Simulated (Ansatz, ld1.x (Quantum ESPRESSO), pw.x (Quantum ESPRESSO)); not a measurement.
**From atom to crystal: PAW potential for indium**

ld1.x (Quantum ESPRESSO) 7.5 input, shortened:

```
&input
   title='In', zed=49., rel=1, dft='PBE', iswitch=3,
   config='[Kr] 4d10 5s2 5p1'
 /
 &inputp
   pseudotype=3, lpaw=.true., tm=.true., lloc=-2, rcloc=2.00,
   nlcc=.true., new_core_ps=.true., rcore=1.90,
   which_augfun='GAUSS', rmatch_augfun=1.05
 /
6
5S  1  0   2.00   0.00  1.40  1.95  0.0
5S  1  0   0.00  -0.41  1.40  1.95  0.0
5P  2  1   1.00   0.00  1.75  2.15  0.0
5P  2  1   0.00   2.75  1.75  2.15  0.0
4D  3  2  10.00   0.00  1.50  1.85  0.0
4D  3  2   0.00  -1.05  1.50  1.85  0.0
 &test
   configts(1)='4d10 5s2 5p1'
 /
```

Crystal test: fcc In in pw.x 7.5, no spin, 12³ k-points, Fermi–Dirac smearing 0.01 Ry, cutoffs 70/560 Ry. The reference is all-electron LAPW (Ansatz 0.2.0) with the same functional, mesh and smearing; V0 and B0 come from Birch–Murnaghan fits to the pressures at five volumes. Errors are pseudo minus all-electron; Δ is the rms difference of the E(V) curves that follow from these fits, minima aligned, over ±6 % about the mean V0. Mesh and smearing are coarse, so the numbers serve the comparison and aren't converged zero-temperature values; the lattice is a test structure that the element need not adopt.

| V (Å³/atom) | P all-electron (GPa) | P pseudo (GPa) |
| --- | --- | --- |
| 26.366 | 1.64 | 11.49 |
| 27.060 | 0.58 | 10.62 |
| 27.754 | -0.32 | 10.00 |
| 28.448 | -1.08 | 8.60 |
| 29.142 | -1.74 | 7.61 |

All-electron: a0 = 4.791 Å (V0 = 27.50 Å³/atom), B0 = 34.9 GPa.

Pseudopotential: mean pressure error (GPa): +9.85. The pressure does not cross zero within the volumes sampled, so no fit is given. This is a poor potential for the solid. The logarithmic derivative shows an extra or strongly shifted pseudo pole above the reference energy (s near 0.55 Ry).

Problem. At the middle volume, how do free energy and pressure move when the wave cutoff is lowered (ecutrho held at 560 Ry)?

Solution.

```
cutoff (Ry)  shift of F (meV/atom)  shift of P (GPa)
         42                  +77.2             -1.27
         56                   +3.9             +0.03
```

Input at the middle volume:

```
&control
  calculation='scf', prefix='x', pseudo_dir='./', outdir='./tmp', tstress=.true., disk_io='none'
/
&system
  ibrav=0, nat=1, ntyp=1, ecutwfc=70, ecutrho=560, nbnd=14,
  occupations='smearing', smearing='fd', degauss=0.01
/
&electrons
  conv_thr=1e-09, mixing_beta=0.4, electron_maxstep=70
/
ATOMIC_SPECIES
In 1.0 In.UPF
CELL_PARAMETERS angstrom
  0.00000000 2.40306322 2.40306322
  2.40306322 0.00000000 2.40306322
  2.40306322 2.40306322 0.00000000
ATOMIC_POSITIONS crystal
In 0.0000 0.0000 0.0000
K_POINTS automatic
12 12 12 0 0 0
```

```bash
pw.x < In.scf.in > In.scf.out
```

Lines of the output:

```
Message from routine setup:
     using ibrav=0 with symmetry is DISCOURAGED, use correct ibrav instead
     lattice parameter (alat)  =       6.4221  a.u.
     unit-cell volume          =     187.2933 (a.u.)^3
     number of electrons       =        13.00
     number of Kohn-Sham states=           14
     kinetic-energy cutoff     =      70.0000  Ry
     charge density cutoff     =     560.0000  Ry
     scf convergence threshold =      1.0E-09
     Exchange-correlation= SLA  PW   PBX  PBC
     number of k points=    72  Fermi-Dirac smearing, width (Ry)=  0.0100
     iteration #  1     ecut=    70.00 Ry     beta= 0.40
     total energy              =    -410.77337620 Ry
     estimated scf accuracy    <       0.00630741 Ry
     iteration #  2     ecut=    70.00 Ry     beta= 0.40
     total energy              =    -410.77387923 Ry
     estimated scf accuracy    <       0.00083582 Ry
     iteration #  3     ecut=    70.00 Ry     beta= 0.40
     total energy              =    -410.77388664 Ry
     estimated scf accuracy    <       0.00023156 Ry
     iteration #  4     ecut=    70.00 Ry     beta= 0.40
     total energy              =    -410.77398077 Ry
     estimated scf accuracy    <       0.00000333 Ry
     iteration #  5     ecut=    70.00 Ry     beta= 0.40
     total energy              =    -410.77417258 Ry
     estimated scf accuracy    <       0.00001235 Ry
     iteration #  6     ecut=    70.00 Ry     beta= 0.40
     total energy              =    -410.77441162 Ry
     estimated scf accuracy    <       0.00005017 Ry
     iteration #  7     ecut=    70.00 Ry     beta= 0.40
     total energy              =    -410.77468126 Ry
     estimated scf accuracy    <       0.00024044 Ry
     iteration #  8     ecut=    70.00 Ry     beta= 0.40
     total energy              =    -410.77570350 Ry
     estimated scf accuracy    <       0.00074133 Ry
     [... 23 iterations left out ...]
     iteration # 32     ecut=    70.00 Ry     beta= 0.40
     negative rho (up, down):  5.900E-07 0.000E+00
     total energy              =    -410.80049534 Ry
     estimated scf accuracy    <       0.00000093 Ry
     iteration # 33     ecut=    70.00 Ry     beta= 0.40
     negative rho (up, down):  6.974E-07 0.000E+00
     total energy              =    -410.80054973 Ry
     estimated scf accuracy    <       0.00002832 Ry
     iteration # 34     ecut=    70.00 Ry     beta= 0.40
     negative rho (up, down):  7.535E-07 0.000E+00
     total energy              =    -410.80056288 Ry
     estimated scf accuracy    <       0.00001504 Ry
     iteration # 35     ecut=    70.00 Ry     beta= 0.40
     negative rho (up, down):  7.788E-07 0.000E+00
     total energy              =    -410.80057365 Ry
     estimated scf accuracy    <       0.00000386 Ry
     iteration # 36     ecut=    70.00 Ry     beta= 0.40
     negative rho (up, down):  8.038E-07 0.000E+00
     total energy              =    -410.80057247 Ry
     estimated scf accuracy    <       0.00000139 Ry
     iteration # 37     ecut=    70.00 Ry     beta= 0.40
     negative rho (up, down):  8.022E-07 0.000E+00
     total energy              =    -410.80058363 Ry
     estimated scf accuracy    <       0.00000004 Ry
     iteration # 38     ecut=    70.00 Ry     beta= 0.40
     negative rho (up, down):  8.173E-07 0.000E+00
     total energy              =    -410.80058313 Ry
     estimated scf accuracy    <       0.00000084 Ry
     iteration # 39     ecut=    70.00 Ry     beta= 0.40
     negative rho (up, down):  8.241E-07 0.000E+00
     the Fermi energy is     9.1710 ev
!    total energy              =    -410.80058575 Ry
     estimated scf accuracy    <          1.2E-10 Ry
     smearing contrib. (-TS)   =      -0.00224822 Ry
     The total energy is F=E-TS. E is the sum of the following terms:
     one-electron contribution =     -36.49172565 Ry
     hartree contribution      =      41.43221594 Ry
     xc contribution           =     -23.05183674 Ry
     ewald contribution        =     -85.31372818 Ry
     one-center paw contrib.   =    -307.37326291 Ry
     convergence has been achieved in  39 iterations
     negative rho (up, down):  8.241E-07 0.000E+00
          total   stress  (Ry/bohr**3)                   (kbar)     P=      100.03
     Message from routine punch:
     Nothing written, as per user request (disk_io='none')
```

The run at the middle volume (72 k-points, 39 iterations) took about 2.5 min on one core of a shared host (Neoverse-V1, 32 threads, 247 GiB, load 10).
